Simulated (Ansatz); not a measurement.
Wanted: the native input for an Ansatz 0.2.0 run.

* Task: band structure
* Functional: PBE0
* Potentials or basis: Ansatz PAW
* Cutoff: 420 eV (not typed: the program's choice for these potentials)
* k mesh: 6 × 6 × 4
* Occupations: fermi-dirac, width 0.05 eV
* Spin: no spin polarisation
* Path: [["G", "M", "K", "G", "A", "L", "H", "A"], ["L", "M"], ["K", "H"]]
* Points for each segment of the path: 4

Crystal: PtS2.

```
CELL_PARAMETERS angstrom
3.54320 0.00000 0.00000
-1.77160 3.06850 0.00000
0.00000 0.00000 5.03880
ATOMIC_POSITIONS crystal
Pt 0.00000 0.00000 0.00000
S 0.66667 0.33333 0.77300
S 0.33333 0.66667 0.22700
```

One way to write it, as run:

input

```
crystal:
  lattice:
    - [3.5432, 0.0, 0.0]
    - [-1.7716, 3.0685012107, 0.0]
    - [0.0, 0.0, 5.0388]
  atoms:
    - { symbol: Pt, position: [0.0, 0.0, 0.0] }
    - { symbol: S, position: [0.6666666667, 0.3333333333, 0.773] }
    - { symbol: S, position: [0.3333333333, 0.6666666667, 0.227] }
hamiltonian:
  xc: pbe0
  pseudopotentials: { kind: paw }
kpoints:
  mp_grid: { grid: [6, 6, 4] }
  band_path:
    path:
      - [[0.0, 0.0, 0.0], [0.5, 0.0, 0.0], [0.3333333333, 0.3333333333, 0.0], [0.0, 0.0, 0.0], [0.0, 0.0, 0.5], [0.5, 0.0, 0.5], [0.3333333333, 0.3333333333, 0.5], [0.0, 0.0, 0.5]]
      - [[0.5, 0.0, 0.5], [0.5, 0.0, 0.0]]
      - [[0.3333333333, 0.3333333333, 0.0], [0.3333333333, 0.3333333333, 0.5]]
    npoints: 4
scf:
  occupations: { method: fermi_dirac, width: 0.05 }
  n_extra_bands: 7
output:
  forces: true
  stress: true
  eigenvalues: true
  fatbands: false
  write_density: true
  write_potential: true
  elf: true
  volumetric_format: npy
```

It gave:

| Item | Value |
| --- | --- |
| Pressure | 7.0 GPa |
| Largest force | 0.892 eV/Å |
| Band gap on the k mesh | 2.33 eV, indirect (least direct gap 2.91 eV) |
| Band gap along the path | 2.38 eV, indirect (least direct gap 3.11 eV) |

Caveat: spin-orbit coupling is left out, which moves the levels of the heavy elements; the PAW data sets come from PBE, with cores solved anew for the run's functional, which leaves a small shift of forces and pressure; the thresholds are loose for stress.

Wall time 47 s on 1 × NVIDIA H100 80GB HBM3 with 2 threads of AMD EPYC 7R13 Processor (Zen 3), on a shared host, peak memory 2 GiB.
